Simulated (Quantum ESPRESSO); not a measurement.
**Ag: phonons at U under several settings**

```xyz
1
Lattice="0.0000 2.0427 2.0427 2.0427 0.0000 2.0427 2.0427 2.0427 0.0000" Properties=species:S:1:pos:R:3 pbc="T T T"
Ag    0.0000    0.0000    0.0000
```

All runs used Quantum ESPRESSO 7.5; k mesh 11 × 11 × 11; no spin polarisation.

```tsv
level	potentials	geometry	cutoff (eV)	occupations	volume (Å³/atom)	pressure (GPa)	frequencies (cm⁻¹)
PBEsol	JTH 2.0 PBE	volume scaled by 0.88, atoms relaxed	707	methfessel-paxton, width 0.2 eV	15.00	16.6	134 182 207
RPBE	PseudoDojo 0.4.1 SR PBE standard	relaxed cell	1116	cold, width 0.2 eV	?	0.5	?
```

Task: What stands in the row left open?

Result: Volume 18.49 Å³/atom; frequencies 121 167 168 cm⁻¹.

Caveats: the potentials were made for another functional, which shifts forces and pressure; the q point doesn't lie on the k mesh, which can shift a metal's frequencies strongly unless the mesh is converged; the cell is more than 3 GPa from zero pressure, which shifts response properties (some runs).

For the row left open. Caveat: the potentials were made for another functional, which shifts forces and pressure; the q point doesn't lie on the k mesh, which can shift a metal's frequencies strongly unless the mesh is converged.

The runs don't all hold the same shells in valence.
